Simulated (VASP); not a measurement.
# ZrH2 (Fm-3m) in VASP: further runs

One crystal, ZrH2, is run at these levels: LDA; tasks: single point.

Everything below comes from runs of VASP 6.6.1. Logs are shortened: lines on timing, memory, paths and dates and some standing lists are left out, and cuts for length are marked.

## 1. Starting point

Symmetry: Fm-3m, No. 225, cubic system. The conventional cell has a = 4.818 Å, b = 4.818 Å, c = 4.818 Å, α = 90.00°, β = 90.00°, γ = 90.00°. Zr (site symmetry m-3m) has 8 H at 2.09 Å as nearest neighbours. H (site symmetry -43m) has 4 Zr at 2.09 Å as nearest neighbours.

The cell is a database's computed one.

## 2. Single point, LDA

INCAR

```
PREC = Accurate ; ENCUT = 520
EDIFF = 1E-6 ; ISMEAR = -1
SIGMA = 0.1 ; LREAL = False
LASPH = True ; NELM = 60
ALGO = Normal ; ISIF = 2
LWAVE = False ; LCHARG = False
GGA = CA ; NBANDS = 14
```

KPOINTS

```
Automatic mesh
0
Gamma
  9 9 9
```

POSCAR

```
ZrH2
1.0
    0.0000000000      2.4092250000      2.4092250000
    2.4092250000      0.0000000000      2.4092250000
    2.4092250000      2.4092250000      0.0000000000
Zr H
1 2
Direct
    0.0000000000      0.0000000000      0.0000000000
    0.7500000000      0.7500000000      0.7500000000
    0.2500000000      0.2500000000      0.2500000000
```

Potentials or basis: VASP PAW LDA potentials, release 64 (Zr_sv, H).

Launch:

```bash
$ cat potpaw_LDA.64/Zr_sv/POTCAR potpaw_LDA.64/H/POTCAR > POTCAR
$ mpirun -np 1 vasp_std > vasp.out
```

OUTCAR:

```text
PREC = Accurate
   ENCUT = 520
   EDIFF = 1E-6
   ISMEAR = -1
   LREAL = False
   LASPH = True
   NELM = 60
   ISIF = 2
   GGA = CA

 ion  position               nearest neighbor table
   1  0.000  0.000  0.000-   2 2.09   2 2.09   2 2.09   2 2.09   3 2.09   3 2.09   3 2.09   3 2.09

   2  0.750  0.750  0.750-   1 2.09   1 2.09   1 2.09   1 2.09
   3  0.250  0.250  0.250-   1 2.09   1 2.09   1 2.09   1 2.09

  LATTYP: Found a face centered cubic cell.
 ALAT       =     4.8184500000

  Lattice vectors:

 A1 = (   0.0000000000,   2.4092250000,   2.4092250000)
 A2 = (   2.4092250000,   0.0000000000,   2.4092250000)
 A3 = (   2.4092250000,   2.4092250000,   0.0000000000)

Analysis of symmetry for initial positions (statically):
=====================================================================
 Subroutine PRICEL returns:
 Original cell was already a primitive cell.

 Routine SETGRP: Setting up the symmetry group for a
 face centered cubic supercell.

 Subroutine GETGRP returns: Found 48 space group operations
 (whereof 48 operations were pure point group operations)
 out of a pool of 48 trial point group operations.

The static configuration has the point symmetry O_h .

Analysis of symmetry for dynamics (positions and initial velocities):
=====================================================================
 Subroutine PRICEL returns:
 Original cell was already a primitive cell.

 Routine SETGRP: Setting up the symmetry group for a
 face centered cubic supercell.

 Subroutine GETGRP returns: Found 48 space group operations
 (whereof 48 operations were pure point group operations)
 out of a pool of 48 trial point group operations.

The dynamic configuration has the point symmetry O_h .

 Subroutine INISYM returns: Found 48 space group operations
 (whereof 48 operations are pure point group operations),
 and found     1 'primitive' translations

----------------------------------------------------------------------------------------

                                     Primitive cell

  volume of cell :      27.9680

  direct lattice vectors                    reciprocal lattice vectors
     0.000000000  2.409225000  2.409225000    -0.207535618  0.207535618  0.207535618
     2.409225000  0.000000000  2.409225000     0.207535618 -0.207535618  0.207535618
     2.409225000  2.409225000  0.000000000     0.207535618  0.207535618 -0.207535618

  length of vectors
     3.407158670  3.407158670  3.407158670     0.359462235  0.359462235  0.359462235

  position of ions in fractional coordinates (direct lattice)
     0.000000000  0.000000000  0.000000000
     0.750000000  0.750000000  0.750000000
     0.250000000  0.250000000  0.250000000

  ion indices of the primitive-cell ions
   primitive index   ion index
                 1           1
                 2           2
                 3           3

----------------------------------------------------------------------------------------

 KPOINTS: Automatic mesh

Automatic generation of k-mesh.
 Grid dimensions read from file:
 generate k-points for:    9    9    9

 Generating k-lattice:

  Cartesian coordinates                     Fractional coordinates (reciprocal lattice)
    -0.023059513  0.023059513  0.023059513     0.111111111  0.000000000  0.000000000
     0.023059513 -0.023059513  0.023059513     0.000000000  0.111111111  0.000000000
     0.023059513  0.023059513 -0.023059513     0.000000000  0.000000000  0.111111111

  Length of vectors
     0.039940248  0.039940248  0.039940248

  Shift w.r.t. Gamma in fractional coordinates (k-lattice)
     0.000000000  0.000000000  0.000000000

 Subroutine IBZKPT returns following result:
 ===========================================

 Found     35 irreducible k-points:

 Following reciprocal coordinates:
            Coordinates               Weight
  0.000000  0.000000  0.000000      1.000000
  0.111111  0.000000  0.000000      8.000000
  0.222222  0.000000  0.000000      8.000000
  0.333333  0.000000  0.000000      8.000000
  0.444444  0.000000  0.000000      8.000000
  0.111111  0.111111  0.000000      6.000000
[... 16 lines left out ...]
 -0.333333  0.333333  0.000000     12.000000
  0.444444  0.444444  0.000000      6.000000
 [... further k-points ...]
   k-points           NKPTS =     35   k-points in BZ     NKDIM =     35   number of bands    NBANDS=     14
   number of dos      NEDOS =    301   number of ions     NIONS =      3
   total plane-waves  NPLWV =  21952
   dimension x,y,z NGX =    28 NGY =   28 NGZ =   28
   dimension x,y,z NGXF=    56 NGYF=   56 NGZF=   56
   ions per type =               1   2
   NGX,Y,Z   is equivalent  to a cutoff of  13.66, 13.66, 13.66 a.u.
   NGXF,Y,Z  is equivalent  to a cutoff of  27.32, 27.32, 27.32 a.u.
 SYSTEM =  unknown system
   PREC   = accura    normal or accurate (medium, high low for compatibility)
   ISTART =      0    job   : 0-new  1-cont  2-samecut
   ICHARG =      2    charge: 1-file 2-atom 10-const
   ISPIN  =      1    spin polarized calculation?
   LNONCOLLINEAR =      F non collinear calculations
   LSORBIT =      F    spin-orbit coupling
   LASPH  =      T    aspherical Exc in radial PAW
   ENCUT  =  520.0 eV  38.22 Ry    6.18 a.u.   6.34  6.34  6.34*2*pi/ulx,y,z
   NELM   =     60;   NELMIN=  2; NELMDL= -5     # of ELM steps
   EDIFF  = 0.1E-05   stopping-criterion for ELM
   LREAL  =      F    real-space projection
   EDIFFG = 0.1E-04   stopping-criterion for IOM
   NSW    =      0    number of steps for IOM
   IBRION =     -1    ionic relax: 0-MD 1-quasi-New 2-CG
   NFREE  =      0    steps in history (QN), initial steepest desc. (CG)
   ISIF   =      2    stress and relaxation
   ISYM   =      2    0-nonsym 1-usesym 2-fastsym
   POTIM  = 0.5000    time-step for ionic-motion
   TEBEG  =    0.0;   TEEND  =   0.0 temperature during run
   PSTRESS=    0.0 pullay stress
   NELECT =      14.0000    total number of electrons
   NUPDOWN=      -1.0000    fix difference up-down
   EMIN   =  10.00;   EMAX   =-10.00  energy-range for DOS
   EFERMI =   0.00;   METHOD = LEGACY
   ISMEAR =    -1;   SIGMA  =   0.10  broadening in eV -4-tet -1-fermi 0-gaus
   EFERMI_NEDOS =   21; number of points for ismear=-14 and -15
   IALGO  =     38    algorithm
   IMIX   =      4    mixing-type and parameters
     AMIX     =   0.40;   BMIX     =  1.00
     AMIX_MAG =   1.60;   BMIX_MAG =  1.00
  volume/ion in A,a.u.               =       9.32        62.91
  Fermi-wavevector in a.u.,A,eV,Ry     =   1.299861  2.456381 22.988919  1.689638
  Thomas-Fermi vector in A             =   2.431097
   LORBIT       =      0    0 simple, 1 ext, 2 COOP (PROOUT), +10 PAW based schemes
   GGA     = CA    functional components
   LHFCALC =     F    Hartree Fock is set to
   AEXX    =    0.0000 exact exchange contribution
   IVDW    =     0    specifies the selected vdW correction
   LEPSILON=     F    determine dielectric tensor
   LRPA    =     F    only Hartree local field effects (RPA)
 non-spin polarized calculation
  energy-cutoff  :      520.00
  volume of cell :       27.97
 maximum number of plane-waves:       766
 NGX is ok and might be reduce to    28
   NGX = 13   NGY = 13   NGZ = 13

 number of electron      14.0000000 magnetization

 Free energy of the ion-electron system (eV)
  ---------------------------------------------------
  ext. energy  EPLUGINS =         0.00000000
  ---------------------------------------------------
  free energy    TOTEN  =       -18.27855633 eV

  energy without entropy =      -18.23545622  energy(sigma->0) =      -18.25700628

 E-fermi :   8.1686     XC(G=0): -11.3558

 val. band max:        8.1556300801   @ k =   0.3333   0.0000   0.0000
 cond. band min:       8.2271955306   @ k =   0.2222   0.0000   0.0000
 fundamental gap:      0.0715654504
 Fermi energy:         8.1685678677

 k-point     1 :       0.0000    0.0000    0.0000
  band No.  band energies     occupation
      1     -40.7847      2.00000
      2     -18.6906      2.00000
      3     -18.6906      2.00000
      4     -18.6906      2.00000
      5      -1.3440      2.00000
      6       7.0006      1.99998
      7       7.8361      1.93053
      8       7.8361      1.93053
      9       7.8361      1.93053
     10      10.4081      0.00000
     11      10.4081      0.00000
     12      19.1833      0.00000
     13      20.4341      0.00000
     14      20.4341      0.00000

 k-point     2 :       0.1111    0.0000    0.0000
  band No.  band energies     occupation
      1     -40.7757      2.00000
      2     -18.7723      2.00000
      3     -18.7003      2.00000
      4     -18.7003      2.00000
      5      -1.0425      2.00000
      6       5.4797      2.00000
      7       7.9884      1.71668
      8       7.9884      1.71668
      9       9.7279      0.00000
     10      10.2718      0.00000
     11      10.2718      0.00000
     12      17.5327      0.00000
     13      21.0708      0.00000
     14      21.0708      0.00000

 k-point     3 :       0.2222    0.0000    0.0000
  band No.  band energies     occupation
      1     -40.7528      2.00000
      2     -18.9734      2.00000
      3     -18.7248      2.00000
      4     -18.7248      2.00000
      5      -0.2708      2.00000
      6       4.1540      2.00000
      7       8.2272      0.71498
      8       8.2272      0.71498
      9      10.2299      0.00000
     10      10.2299      0.00000
     11      11.9446      0.00000
     12      16.1832      0.00000
     13      20.5867      0.00000
     14      22.7302      0.00000
[... 324 lines left out ...]
 k-point    23 :      -0.3333    0.3333    0.0000
  band No.  band energies     occupation
      1     -40.6880      2.00000
      2     -19.1409      2.00000
      3     -19.1283      2.00000
      4     -18.8343      2.00000
      5       2.0810      2.00000
      6       2.9853      2.00000
      7       6.2147      2.00000
      8       9.7322      0.00000
      9      10.7925      0.00000
     10      12.3264      0.00000
     11      14.2785      0.00000
     12      15.6559      0.00000
     13      17.7448      0.00000
     14      19.0877      0.00000

 k-point    24 :       0.4444    0.4444    0.0000
  band No.  band energies     occupation
      1     -40.6849      2.00000
      2     -19.3192      2.00000
      3     -18.9016      2.00000
      4     -18.9016      2.00000
      5       1.7902      2.00000
      6       3.3228      2.00000
      7       5.2227      2.00000
      8      11.6164      0.00000
      9      11.6164      0.00000
     10      11.8788      0.00000
     11      15.3319      0.00000
     12      15.3319      0.00000
     13      16.4936      0.00000
     14      17.8077      0.00000

 [... further k-points ...]

------------------------ aborting loop because EDIFF is reached ----------------------------------------

  FORCE on cell =-STRESS in cart. coord.  units (eV):
  Direction    XX          YY          ZZ          XY          YZ          ZX
  --------------------------------------------------------------------------------------
  -------------------------------------------------------------------------------------
  Total       -1.1735723     -1.1735723     -1.1735723      0.0000000     -0.0000000      0.0000000
  in kB      -67.2292658    -67.2292658    -67.2292658      0.0000000     -0.0000000      0.0000000
  external PRESSURE =     -67.2292658 kB  Pullay stress =       0.0000000 kB

 VOLUME and BASIS-vectors are now :
 -----------------------------------------------------------------------------
  energy-cutoff  :      520.00
  volume of cell :       27.97
      direct lattice vectors                 reciprocal lattice vectors
     0.000000000  2.409225000  2.409225000    -0.207535618  0.207535618  0.207535618
     2.409225000  0.000000000  2.409225000     0.207535618 -0.207535618  0.207535618
     2.409225000  2.409225000  0.000000000     0.207535618  0.207535618 -0.207535618

 POSITION                                       TOTAL-FORCE (eV/Angst)
 -----------------------------------------------------------------------------------
      0.00000      0.00000      0.00000         0.000000     -0.000000      0.000000
      3.61384      3.61384      3.61384        -0.000000     -0.000000     -0.000000
      1.20461      1.20461      1.20461         0.000000      0.000000      0.000000
 -----------------------------------------------------------------------------------
    total drift:                               -0.000000     -0.000000      0.000000

  FREE ENERGIE OF THE ION-ELECTRON SYSTEM (eV)
  ---------------------------------------------------
  free  energy   TOTEN  =       -18.2785563256 eV

  energy  without entropy=      -18.2354562250  energy(sigma->0) =      -18.25700628
```

It took 17 s on 1 thread of Intel Xeon Platinum 8259CL at 2.50GHz (Skylake/Cascade Lake), shared host; peak memory 0.14 GiB.

Results:

```
Free energy            : -18.2786 eV
Pressure               : -6.7 GPa
Band gap on the k mesh : none (metal or under the smearing width)
```

Levels at points of the mesh, in eV from the Fermi level:
```tsv
k point	band 3	band 4	band 5	band 6	band 7	band 8	band 9	band 10	band 11	band 12
(0.00, 0.00, 0.00)	-26.86	-26.86	-9.51	-1.17	-0.33	-0.33	-0.33	2.24	2.24	11.01
```

## 3. Single point, LDA

INCAR

```
PREC = Accurate
ENCUT = 520
EDIFF = 1E-7
ISMEAR = -1
SIGMA = 0.1
LREAL = F
LASPH = T
NELM = 80
ALGO = Normal
ISIF = 2
LWAVE = F
LCHARG = F
NBANDS = 14
```

KPOINTS

```
regular mesh
0
Gamma
  9 9 9
```

POSCAR is that of step 2.

Potentials or basis: VASP PAW LDA potentials, release 64 (Zr_sv, H).

Launch:

```bash
$ cat potpaw_LDA.64/Zr_sv/POTCAR potpaw_LDA.64/H/POTCAR > POTCAR
$ mpirun -np 1 vasp_std > vasp.out
```

OUTCAR:

```text
PREC = Accurate
   ENCUT = 520
   EDIFF = 1E-7
   ISMEAR = -1
   LREAL = F
   LASPH = T
   NELM = 80
   ISIF = 2

 ion  position               nearest neighbor table
   1  0.000  0.000  0.000-   2 2.09   2 2.09   2 2.09   2 2.09   3 2.09   3 2.09   3 2.09   3 2.09

   2  0.750  0.750  0.750-   1 2.09   1 2.09   1 2.09   1 2.09
   3  0.250  0.250  0.250-   1 2.09   1 2.09   1 2.09   1 2.09

  LATTYP: Found a face centered cubic cell.
 ALAT       =     4.8184500000

  Lattice vectors:

 A1 = (   0.0000000000,   2.4092250000,   2.4092250000)
 A2 = (   2.4092250000,   0.0000000000,   2.4092250000)
 A3 = (   2.4092250000,   2.4092250000,   0.0000000000)

Analysis of symmetry for initial positions (statically):
=====================================================================
 Subroutine PRICEL returns:
 Original cell was already a primitive cell.

 Routine SETGRP: Setting up the symmetry group for a
 face centered cubic supercell.

 Subroutine GETGRP returns: Found 48 space group operations
 (whereof 48 operations were pure point group operations)
 out of a pool of 48 trial point group operations.

The static configuration has the point symmetry O_h .

Analysis of symmetry for dynamics (positions and initial velocities):
=====================================================================
 Subroutine PRICEL returns:
 Original cell was already a primitive cell.

 Routine SETGRP: Setting up the symmetry group for a
 face centered cubic supercell.

 Subroutine GETGRP returns: Found 48 space group operations
 (whereof 48 operations were pure point group operations)
 out of a pool of 48 trial point group operations.

The dynamic configuration has the point symmetry O_h .

 Subroutine INISYM returns: Found 48 space group operations
 (whereof 48 operations are pure point group operations),
 and found     1 'primitive' translations

----------------------------------------------------------------------------------------

[... 126 lines left out ...]
  energy-cutoff  :      520.00
  volume of cell :       27.97
 maximum number of plane-waves:       766
 NGX is ok and might be reduce to    28
   NGX = 13   NGY = 13   NGZ = 13

 number of electron      14.0000000 magnetization

 Free energy of the ion-electron system (eV)
  ---------------------------------------------------
  ext. energy  EPLUGINS =         0.00000000
  ---------------------------------------------------
  free energy    TOTEN  =       -18.27855633 eV

  energy without entropy =      -18.23545623  energy(sigma->0) =      -18.25700628

 E-fermi :   8.1686     XC(G=0): -11.3558

 val. band max:        8.1556300801   @ k =   0.3333   0.0000   0.0000
 cond. band min:       8.2271955305   @ k =   0.2222   0.0000   0.0000
 fundamental gap:      0.0715654503
 Fermi energy:         8.1685678677

 k-point     1 :       0.0000    0.0000    0.0000
  band No.  band energies     occupation
      1     -40.7847      2.00000
      2     -18.6906      2.00000
      3     -18.6906      2.00000
      4     -18.6906      2.00000
      5      -1.3440      2.00000
      6       7.0006      1.99998
      7       7.8361      1.93053
      8       7.8361      1.93053
      9       7.8361      1.93053
     10      10.4081      0.00000
     11      10.4081      0.00000
     12      19.1833      0.00000
     13      20.4341      0.00000
     14      20.4341      0.00000
[... 377 lines left out ...]
      1     -40.6849      2.00000
      2     -19.3192      2.00000
      3     -18.9016      2.00000
      4     -18.9016      2.00000
      5       1.7902      2.00000
      6       3.3228      2.00000
      7       5.2227      2.00000
      8      11.6164      0.00000
      9      11.6164      0.00000
     10      11.8788      0.00000
     11      15.3319      0.00000
     12      15.3319      0.00000
     13      16.4936      0.00000
     14      17.8077      0.00000

 [... further k-points ...]

------------------------ aborting loop because EDIFF is reached ----------------------------------------

  FORCE on cell =-STRESS in cart. coord.  units (eV):
  Direction    XX          YY          ZZ          XY          YZ          ZX
  --------------------------------------------------------------------------------------
  -------------------------------------------------------------------------------------
  Total       -1.1736716     -1.1736716     -1.1736716     -0.0000000     -0.0000000      0.0000000
  in kB      -67.2349526    -67.2349526    -67.2349526     -0.0000000     -0.0000000      0.0000000
  external PRESSURE =     -67.2349526 kB  Pullay stress =       0.0000000 kB

 VOLUME and BASIS-vectors are now :
 -----------------------------------------------------------------------------
  energy-cutoff  :      520.00
  volume of cell :       27.97
      direct lattice vectors                 reciprocal lattice vectors
     0.000000000  2.409225000  2.409225000    -0.207535618  0.207535618  0.207535618
     2.409225000  0.000000000  2.409225000     0.207535618 -0.207535618  0.207535618
     2.409225000  2.409225000  0.000000000     0.207535618  0.207535618 -0.207535618

 POSITION                                       TOTAL-FORCE (eV/Angst)
 -----------------------------------------------------------------------------------
      0.00000      0.00000      0.00000         0.000000      0.000000      0.000000
      3.61384      3.61384      3.61384        -0.000000     -0.000000      0.000000
      1.20461      1.20461      1.20461         0.000000      0.000000     -0.000000
 -----------------------------------------------------------------------------------
    total drift:                               -0.000000     -0.000000      0.000000

  FREE ENERGIE OF THE ION-ELECTRON SYSTEM (eV)
  ---------------------------------------------------
  free  energy   TOTEN  =       -18.2785563292 eV

  energy  without entropy=      -18.2354562286  energy(sigma->0) =      -18.25700628
```

stdout:

```text
POSCAR found type information on POSCAR ZrH
 POSCAR found :  2 types and       3 ions
 scaLAPACK will be used
 LDA part: xc-table for (Slater(with rela. corr.)+CA(PZ))
 , standard interpolation
 POSCAR, INCAR and KPOINTS ok, starting setup
 FFT: planning ... GRIDC
 FFT: planning ... GRID_SOFT
 FFT: planning ... GRID
 WAVECAR not read
 entering main loop
```

Run time: 18 s. Hardware: 1 thread of Intel Xeon Platinum 8259CL at 2.50GHz (Skylake/Cascade Lake), shared host; peak memory 0.14 GiB.

What came out:

```yaml
Free_energy: -18.2786 eV
Pressure: -6.7 GPa
Band_gap_on_the_k_mesh: none (metal or under the smearing width)
```
